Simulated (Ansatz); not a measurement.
## Relaxing Ca

Theory: DFT PBE, scalar-relativistic, plane waves, PAW (Ansatz).

The start puts Ca on the diamond structure type (Fd-3m, No. 227), at a guessed volume.

Input of the last, converged step (default PAW datasets):

```yaml
crystal:
  lattice:
    - [0.0, 4.3091026929, 4.3091026929]
    - [4.3091026929, 0.0, 4.3091026929]
    - [4.3091026929, 4.3091026929, 0.0]
  atoms:
    - { symbol: Ca, position: [0.5, 0.5, 0.5] }
    - { symbol: Ca, position: [0.75, 0.75, 0.75] }
basis:
  ecutwfc: 420
kpoints:
  mp_grid: { grid: [12, 12, 12] }
hamiltonian:
  xc: pbe
scf:
  occupations: { method: gaussian, width: 0.1 }
output:
  forces: true
  stress: true
  eigenvalues: true
relax:
  adjacent_minimum: "off"
  f_tol: 0.01
  max_steps: 80
  cell: { stress_tol: 0.05 }
```

It can be run as:

```bash
ansatz run input.yaml --threads 1 --pin off --backend cpu --events-out ev --progress --plain --runs-dir out  # memory cap (--max-ram) not shown
```

End of the output:

```
SCF converged after 6 iterations
Free energy (F): -3631.634817 eV
Harris-Foulkes:  -3631.634817 eV  (|F-HF|=1.82e-12)
Internal energy: -3631.617037 eV  (E = F + TS)
E sigma→0 (E₀):  -3631.625927 eV
Entropy (-TS):   -0.017780 eV (-8.890 meV/atom)
Fermi energy:    1.508287 eV
--- Per-component energies (eV) ---
  E_band       = -437.512801
  E_kinetic    = 546.313216
  E_local      = -2192.852343  (includes V_loc(G=0)·N_el)
  E_nonlocal   = 127.486788
  E_hartree    = 772.580197
  E_xc         = -268.775639
  E_vxc        = -334.762394  (∫ρ·V_xc dr)
  E_paw        = -1716.321280  (= ΣΔE_a)
  E_vpaw       = -128.858574  (= ΣTr[D̂ρ^β])
  E_aug_tail   = -0.000012  (compensation charges beyond the density's cutoff)
  E_ewald      = -900.047964
  E_smearing   = -0.017780  (= −TS)
  E_closure    =  0.000000  (closes the sum)
  Σ components = -3631.634817   (vs F -3631.634817, Δ=0.00e0)
--- Forces (eV/Å), atoms counted from 1 ---
  atom   1  Ca     0.00000000     0.00000000     0.00000000
  atom   2  Ca     0.00000000     0.00000000     0.00000000
  max |Σ_I F_I| component: 2.78e-17 eV/Å
--- Stress (GPa, compression-positive) ---
        0.002866       0.000000       0.000000
        0.000000       0.002866       0.000000
        0.000000       0.000000       0.002866
  P = ⅓ Tr σ = 0.0029 GPa (0.029 kbar)
--- Relaxed structure (1 steps of the walk, 1 accepted, 1 SCFs on fresh bases) ---
  F+E_penalty+E_count = -3631.63481711 eV   max|allowed force component| = 9.252e-18 eV/Å   (the final SCF, on the basis selected at the relaxed cell)
  cell:  # Å, volume = 160.0260 Å³
    - [0.0, 4.309103, 4.309103]
    - [4.309103, 0.0, 4.309103]
    - [4.309103, 4.309103, 0.0]
  atoms:
    - { symbol: Ca, position: [0.5, 0.5, 0.5] }
    - { symbol: Ca, position: [0.75, 0.75, 0.75] }
```

Absolute energies hang on the potentials; compare differences alone.

The result has space group Fd-3m (No. 227). Around Ca lie 4 Ca at 3.73 Å.

It lies 1.05 eV/atom above the element's standard state at the same level.

The k mesh leaves about 4 meV/atom of noise in metals.

Symmetry constrained the relaxation, so the result can be a saddle point.